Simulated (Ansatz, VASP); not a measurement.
Hg in VASP and in Ansatz

INCAR

```
SYSTEM = Hg
PREC = Accurate
ENCUT = 520
EDIFF = 1E-6
ISMEAR = 0
SIGMA = 0.1
LREAL = .FALSE.
LASPH = .TRUE.
NELM = 100
ALGO = Normal
ISIF = 2
LWAVE = .FALSE.
LCHARG = .FALSE.
GGA = PE
IVDW = 12
NBANDS = 25
```

The input KPOINTS:

```
Automatic mesh
0
G
  6 6 6
  0 0 0
```

POSCAR

```
Hg
1.0
    4.5400000000      0.0000000000      0.0000000000
   -2.2700000000      3.9317553332      0.0000000000
    0.0000000000      0.0000000000      3.8700000000
Hg
3
Direct
    0.3333333333      0.6666666667      0.5000000000
    0.0000000000      0.0000000000      0.0000000000
    0.6666666667      0.3333333333      0.5000000000
```

Input for Ansatz:

```yaml
crystal:
  lattice:
    - [4.54, 0.0, 0.0]
    - [-2.27, 3.9317553332, 0.0]
    - [0.0, 0.0, 3.87]
  atoms:
    - { symbol: Hg, position: [0.3333333333, 0.6666666667, 0.5] }
    - { symbol: Hg, position: [0.0, 0.0, 0.0] }
    - { symbol: Hg, position: [0.6666666667, 0.3333333333, 0.5] }
basis:
  ecutwfc: 420
kpoints:
  mp_grid: { grid: [6, 6, 6] }
hamiltonian:
  xc: pbe
  dispersion: d3bj
scf:
  occupations: { method: gaussian, width: 0.1 }
output:
  forces: true
  stress: true
  eigenvalues: true
```

Alike in both runs: task single point; functional PBE; dispersion D3(BJ); k mesh 6 × 6 × 6; occupations gaussian, width 0.1 eV; no spin polarisation.

|  | VASP | Ansatz |
| --- | --- | --- |
| version | VASP 6.6.1 | Ansatz 0.2.0 |
| potentials or method | VASP PAW PBE potentials, release 64 (Hg) | scalar-relativistic, plane waves, PAW |
| plane-wave cutoff (eV) | 520 | 420 |
| valence electrons in the cell | 36 | 60 |

Ansatz gave:

```
gap on the k mesh at the Fermi level (eV)       : none
pressure (GPa)                                  : 9.8
largest component of the traceless stress (GPa) : 8.41
```

**Question.** What did VASP give for the same quantities?

**Answer.** gap on the k mesh at the Fermi level (eV): none; pressure (GPa): 10.6; largest component of the traceless stress (GPa): 8.96.

A gap of «none» marks a metal or a gap that the smearing closes. The two sets of potentials don't hold the same shells in valence.

Caveats: pairwise dispersion overbinds metals, which lowers pressure and volume. The runs have no spin-orbit coupling, so splittings on Hg are missing.
